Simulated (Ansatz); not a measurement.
Formation energy of Cu3Au

Computed with Ansatz (plane waves, PAW, 420 eV cutoff): PBE with spin–orbit coupling, two-component spinors, 10×10×10 k-mesh, Gaussian smearing of 0.05 eV; PAW files: Ansatz's generated set soft_2.

The chain of runs began from a cell as deposited in COD, expanded in volume.

It takes space group Pm-3m (No. 221, cubic). Conventional cell: a = 3.775 Å, b = 3.775 Å, c = 3.775 Å, α = 90.00°, β = 90.00°, γ = 90.00°. Around Cu (site symmetry 4/mmm) lie 8 Cu at 2.67 Å and 4 Au at 2.67 Å. Around Au (site symmetry m-3m) lie 12 Cu at 2.67 Å. (Shells end 15 % past the nearest neighbour.)

The elements were computed in their standard states with the same datasets, cutoff and functional. Total energies depend on the potentials used, so only differences within one code and one set of settings carry meaning.

Energy of the relaxed cell (4 atoms, smearing extrapolated to zero): -33063.627 eV. Elements, in eV/atom: Cu -6625.543, Au -13186.806.

Task: What is the formation energy?

Result: [-33063.627 − (3 × -6625.543 + 1 × -13186.806)] / 4 = -0.05 eV/atom, or -5 kJ per mole of atoms.

The value is for 0 K, without zero-point energy. A negative value shows stability against the elements alone, not against other compounds or structures.
